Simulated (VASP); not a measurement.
The system is PbS.

```
CELL_PARAMETERS angstrom
2.07995 -5.99130 0.00000
2.07995 5.99130 0.00000
0.00000 0.00000 4.27932
ATOMIC_POSITIONS crystal
Pb 0.13056 0.86944 0.25000
Pb 0.86944 0.13056 0.75000
S 0.35480 0.64520 0.25000
S 0.64520 0.35480 0.75000
```

Measurements of this composition are mostly on another form, of space group No. 225.

- Program: VASP 6.6.1
- Task: relaxation of cell and atoms
- Functional: r2SCAN
- Dispersion: rVV10
- Potentials or basis: VASP PAW PBE potentials, release 64 (Pb_d, S)
- Cutoff: 600 eV
- k mesh: 5 × 5 × 5
- Occupations: gaussian, width 0.05 eV
- Spin: no spin polarisation

At the start: pressure -0.8 GPa; volume 26.66 Å³/atom.

Q: How do energy, volume and symmetry change on relaxing?

A: Over 10 steps the energy falls by 2.4 meV/atom and the volume is 25.90 Å³/atom (-2.8 %); space group Cmcm (No. 63, to 0.05 Å).

The path:
```csv
step,energy change (eV),largest force (eV/Å),pressure (GPa),volume (Å³)
1,0.0000,0.0252,-0.83,106.65
2,-0.0041,0.1546,0.30,104.53
3,-0.0045,0.1259,0.03,105.00
4,-0.0061,0.0964,0.04,104.72
5,-0.0086,0.0114,0.08,103.88
6,-0.0096,0.0120,-0.09,103.92
7,-0.0096,0.0104,-0.08,103.92
8,-0.0097,0.0194,0.05,103.64
9,-0.0097,0.0189,0.04,103.66
10,-0.0098,0.0059,0.01,103.62
```

Final structure:
```cif
data_structure
_symmetry_space_group_name_H-M 'P 1'
_symmetry_Int_Tables_number 1
_cell_length_a 6.2325
_cell_length_b 6.2325
_cell_length_c 4.2627
_cell_angle_alpha 90.000
_cell_angle_beta 90.000
_cell_angle_gamma 141.259
_cell_volume 103.62
loop_
_atom_site_label
_atom_site_type_symbol
_atom_site_fract_x
_atom_site_fract_y
_atom_site_fract_z
_atom_site_occupancy
Pb1 Pb 0.12775 0.87225 0.25000 1
Pb2 Pb 0.87225 0.12775 0.75000 1
S1 S 0.35610 0.64390 0.25000 1
S2 S 0.64390 0.35610 0.75000 1
```

Caveat: the PAW data sets were made with another functional, which shifts forces and pressure a little.
